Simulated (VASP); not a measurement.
# V (Im-3m) in VASP: further runs, part 2 of 2

VASP 6.6.1.

## Step 3: Relaxation of cell and atoms, r2SCAN, collinear spin, ferromagnetic start

File INCAR:

```
SYSTEM = V
  ALGO = Normal
  EDIFF = 1E-6
  EDIFFG = -0.02
  ENCUT = 600
  IBRION = 2
  ISIF = 3
  ISMEAR = 1
  ISPIN = 2
  LASPH = .True.
  LCHARG = .False.
  LMAXMIX = 4
  LMIXTAU = .True.
  LORBIT = 11
  LREAL = .False.
  LWAVE = .False.
  MAGMOM = 2
  METAGGA = R2SCAN
  NELM = 120
  NSW = 60
  PREC = Accurate
  SIGMA = 0.1
```

File KPOINTS:

```
k-points
0
Gamma
  12 12 12
  0 0 0
```

File POSCAR:

```
V
1.0
   -1.5143500000      1.5143500000      1.5143500000
    1.5143500000     -1.5143500000      1.5143500000
    1.5143500000      1.5143500000     -1.5143500000
V
1
Direct
    0.0000000000      0.0000000000      0.0000000000
```

Potentials or basis: VASP PAW PBE potentials, release 64 (V_sv).

Run with:

```
$ cat potpaw_PBE.64/V_sv/POTCAR > POTCAR
$ mpirun -np 1 vasp_std > vasp.out
```

Run time: 4.1 min. Hardware: 1 thread of Intel Xeon Platinum 8488C (Sapphire Rapids), shared host; peak memory 0.18 GiB.

The run converged. Its results:

```yaml
Free_energy: -14.1235 eV
Relaxed_volume: 13.32 Å³/atom
Relaxed_cell: a = 2.586 Å, b = 2.586 Å, c = 2.586 Å, α = 109.47°, β = 109.47°, γ = 109.47°
Space_group_after_relaxing_to_0.05_Å: Im-3m (No. 229)
Energy_gained_by_relaxing: 7.1 meV/atom
Ionic_steps: 4
Pressure_after_relaxing: 0.0 GPa
Band_gap_on_the_k_mesh: none (metal or under the smearing width)
Net_moment: 0.20 μB per cell
Site_moments: V +0.18 μB
Valence_electrons_inside_the_program's_atomic_spheres: V 11.64
```

The path:
```
step  energy change (eV)  largest force (eV/Å)  pressure (GPa)  volume (Å³)
   1              0.0000                0.0000           -6.16        13.89
   2              0.0035                0.0000            7.36        12.84
   3             -0.0067                0.0000           -1.39        13.41
   4             -0.0071                0.0000           -0.01        13.32
```

Final structure:
```
CELL_PARAMETERS angstrom
-1.49317 1.49317 1.49317
1.49317 -1.49317 1.49317
1.49317 1.49317 -1.49317
ATOMIC_POSITIONS crystal
V 0.00000 0.00000 0.00000
```

Levels at points of the mesh, in eV from the Fermi level:
Spin up:
```csv
k point,band 5,band 6,band 7,band 8,band 9,band 10
"(0.00, 0.00, 0.00)",-7.13,0.33,0.33,0.33,2.66,2.66
"(0.50, 0.00, 0.00)",-3.46,-1.32,1.51,2.59,3.03,4.20
"(0.50, 0.50, 0.50)",-3.19,-3.19,3.79,3.79,3.79,10.64
```
Spin down:
```
           k point  band 2  band 3  band 4  band 5  band 6  band 7  band 8  band 9  band 10  band 11
(0.00, 0.00, 0.00)  -38.33  -38.33  -38.33   -7.04    0.65    0.65    0.65    2.73     2.73    21.39
(0.50, 0.00, 0.00)  -39.30  -38.63  -38.34   -3.30   -1.02    1.59    2.75    3.13     4.51    10.85
(0.50, 0.50, 0.50)  -38.98  -38.98  -38.98   -3.14   -3.14    4.10    4.10    4.10    10.85    10.85
```

Caveat: the PAW data sets were made with another functional, which shifts forces and pressure a little.

## Step 4: Relaxation of cell and atoms, MS2, collinear spin, ferromagnetic start

File INCAR:

```
SYSTEM = V
PREC = Accurate
ENCUT = 600
EDIFF = 1E-6
ISMEAR = 1
SIGMA = 0.1
LREAL = .FALSE.
LASPH = .TRUE.
NELM = 120
ALGO = Normal
ISIF = 3
LWAVE = .FALSE.
LCHARG = .FALSE.
ISPIN = 2
MAGMOM = 2
LORBIT = 11
LMAXMIX = 4
METAGGA = MS2
LMIXTAU = .TRUE.
IBRION = 2
NSW = 60
EDIFFG = -0.01
```

File KPOINTS:

```
regular mesh
0
G
  12 12 12
  0 0 0
```

POSCAR is that of step 3.

Run with:

```
$ cat potpaw_PBE.64/V_sv/POTCAR > POTCAR
$ mpirun -np 1 vasp_std > vasp.out
```

Run time: 2.8 min. Hardware: 1 thread of Intel Xeon Platinum 8488C (Sapphire Rapids), shared host; peak memory 0.18 GiB.

It converged, with:

```
Free energy                                           : -13.3750 eV
Relaxed volume                                        : 13.23 Å³/atom
Relaxed cell                                          : a = 2.580 Å, b = 2.580 Å, c = 2.580 Å, α = 109.47°, β = 109.47°, γ = 109.47°
Space group after relaxing (to 0.05 Å)                : Im-3m (No. 229)
Energy gained by relaxing                             : 11.4 meV/atom
Ionic steps                                           : 4
Pressure after relaxing                               : 0.0 GPa
Band gap on the k mesh                                : none (metal or under the smearing width)
Net moment                                            : 0.25 μB per cell
Site moments                                          : V +0.21 μB
Valence electrons inside the program's atomic spheres : V 11.67
```

The path:
| step | energy change (eV) | largest force (eV/Å) | pressure (GPa) | volume (Å³) |
| --- | --- | --- | --- | --- |
| 1 | 0.0000 | 0.0000 | -7.67 | 13.89 |
| 2 | 0.0068 | 0.0000 | 10.37 | 12.60 |
| 3 | -0.0110 | 0.0000 | -1.04 | 13.29 |
| 4 | -0.0114 | 0.0000 | 0.05 | 13.23 |

Final structure:
```
CELL_PARAMETERS angstrom
-1.48976 1.48976 1.48976
1.48976 -1.48976 1.48976
1.48976 1.48976 -1.48976
ATOMIC_POSITIONS crystal
V 0.00000 0.00000 0.00000
```

Levels at points of the mesh, in eV from the Fermi level:
Spin up:
```
           k point  band 3  band 4  band 5  band 6  band 7  band 8  band 9  band 10  band 11
(0.00, 0.00, 0.00)  -38.28  -38.28   -6.93    0.25    0.25    0.25    2.76     2.76    20.25
(0.50, 0.00, 0.00)  -38.57  -38.29   -3.40   -1.36    1.48    2.64    3.16     4.15    10.40
(0.50, 0.50, 0.50)  -38.92  -38.92   -3.05   -3.05    3.73    3.73    3.73    10.14    10.14
```
Spin down:
```
           k point  band 2  band 3  band 4  band 5  band 6  band 7  band 8  band 9  band 10  band 11
(0.00, 0.00, 0.00)  -38.09  -38.09  -38.09   -6.76    0.59    0.59    0.59    2.82     2.82    20.36
(0.50, 0.00, 0.00)  -39.01  -38.38  -38.10   -3.20   -1.04    1.63    2.79    3.22     4.51    10.64
(0.50, 0.50, 0.50)  -38.72  -38.72  -38.72   -2.97   -2.97    4.09    4.09    4.09    10.35    10.35
```

Caveat: the PAW data sets were made with another functional, which shifts forces and pressure a little.

## Step 5: Relaxation of cell and atoms, r2SCAN+D3(BJ), collinear spin, ferromagnetic start

File INCAR:

```
  PREC = Accurate
  ENCUT = 600
  EDIFF = 1E-6
  ISMEAR = 1
  SIGMA = 0.1
  LREAL = F
  LASPH = T
  NELM = 100
  ALGO = Normal
  ISIF = 3
  LWAVE = F
  LCHARG = F
  ISPIN = 2
  MAGMOM = 2
  LORBIT = 11
  LMAXMIX = 4
  METAGGA = R2SCAN
  LMIXTAU = T
  IVDW = 12
  VDW_S6 = 1.0
  VDW_S8 = 0.78981345
  VDW_A1 = 0.49484001
  VDW_A2 = 5.73083694
  IBRION = 2
  NSW = 60
  EDIFFG = -0.02
```

File KPOINTS:

```
Automatic mesh
0
Gamma
  12 12 12
```

POSCAR is that of step 4.

Run with:

```
$ cat potpaw_PBE.64/V_sv/POTCAR > POTCAR
$ mpirun -np 1 vasp_std > vasp.out
```

Wall time 2.5 min (1 thread of Intel Xeon Platinum 8488C (Sapphire Rapids), shared host); peak memory 0.18 GiB.

It converged, with:

```yaml
Free_energy: -14.4497 eV
Relaxed_volume: 13.05 Å³/atom
Relaxed_cell: a = 2.569 Å, b = 2.569 Å, c = 2.569 Å, α = 109.47°, β = 109.47°, γ = 109.47°
Space_group_after_relaxing_to_0.05_Å: Im-3m (No. 229)
Energy_gained_by_relaxing: 23.9 meV/atom
Ionic_steps: 4
Pressure_after_relaxing: 0.0 GPa
Band_gap_on_the_k_mesh: none (metal or under the smearing width)
Net_moment: 0.18 μB per cell
Site_moments: V +0.16 μB
Valence_electrons_inside_the_program's_atomic_spheres: V 11.68
Dispersion_energy_per_atom: -0.330 eV
```

The path:
```tsv
step	energy change (eV)	largest force (eV/Å)	pressure (GPa)	volume (Å³)
1	0.0000	0.0000	-9.76	13.89
2	0.0081	0.0000	13.61	12.26
3	-0.0237	0.0000	-0.88	13.10
4	-0.0239	0.0000	-0.02	13.05
```

Final structure:
```cif
data_structure
_symmetry_space_group_name_H-M 'P 1'
_symmetry_Int_Tables_number 1
_cell_length_a 2.5687
_cell_length_b 2.5687
_cell_length_c 2.5687
_cell_angle_alpha 109.471
_cell_angle_beta 109.471
_cell_angle_gamma 109.471
_cell_volume 13.05
loop_
_atom_site_label
_atom_site_type_symbol
_atom_site_fract_x
_atom_site_fract_y
_atom_site_fract_z
_atom_site_occupancy
V1 V 0.00000 0.00000 0.00000 1
```

Levels at points of the mesh, in eV from the Fermi level:
Spin up:
```
           k point  band 5  band 6  band 7  band 8  band 9  band 10
(0.00, 0.00, 0.00)   -7.17    0.36    0.36    0.36    2.73     2.73
(0.50, 0.00, 0.00)   -3.52   -1.33    1.60    2.67    3.12     4.35
(0.50, 0.50, 0.50)   -3.29   -3.29    3.92    3.92    3.92    10.87
```
Spin down:
```tsv
k point	band 2	band 3	band 4	band 5	band 6	band 7	band 8	band 9	band 10	band 11
(0.00, 0.00, 0.00)	-38.27	-38.27	-38.27	-7.08	0.64	0.64	0.64	2.80	2.80	21.55
(0.50, 0.00, 0.00)	-39.31	-38.59	-38.28	-3.37	-1.07	1.68	2.82	3.21	4.61	11.12
(0.50, 0.50, 0.50)	-38.97	-38.97	-38.97	-3.24	-3.24	4.19	4.19	4.19	11.06	11.06
```

Caveat: the PAW data sets were made with another functional, which shifts forces and pressure a little; pairwise dispersion overbinds metals, which lowers pressure and volume.

## Step 6: The reference run

An earlier run on the cell as given: functional PBE; potentials or basis VASP PAW PBE potentials, release 64 (V_sv); cutoff 520 eV; k mesh 12 × 12 × 12; occupations fermi-dirac, width 0.05 eV; collinear spin, ferromagnetic start; starting moments [2.0] μB.

* Pressure: -5.2 GPa
* Band gap on the k mesh: none (metal or under the smearing width)
* Net moment: 0.00 μB per cell
* Valence electrons inside the program's atomic spheres: V 11.60

## Step 7: The runs side by side

| task | level | cell | cutoff (eV) | smearing | gap on the mesh (eV) | pressure (GPa) | moment (μB) | relaxed volume (Å³/atom) |
| --- | --- | --- | --- | --- | --- | --- | --- | --- |
| single point | PBE | as given | 520 | gaussian 0.02 eV | none | -5.1 | 0.12 | - |
| relaxation of cell and atoms | r2SCAN | relaxed | 600 | methfessel-paxton 0.1 eV | none | 0.0 | 0.20 | 13.32 |
| relaxation of cell and atoms | MS2 | relaxed | 600 | methfessel-paxton 0.1 eV | none | 0.0 | 0.25 | 13.23 |
| relaxation of cell and atoms | r2SCAN+D3(BJ) | relaxed | 600 | methfessel-paxton 0.1 eV | none | 0.0 | 0.18 | 13.05 |
| single point | PBE | as given | 520 | fermi-dirac 0.05 eV | none | -5.2 | 0.00 | - |

Alike in all rows: potentials or basis VASP PAW PBE potentials, release 64 (V_sv); spin collinear, ferromagnetic start; k mesh 12 × 12 × 12.

Caveats: the PAW data sets were made with another functional, which shifts forces and pressure a little (some runs); pairwise dispersion overbinds metals, which lowers pressure and volume (some runs).

Total energies depend on the potentials used, so only differences within one code and one set of settings carry meaning.
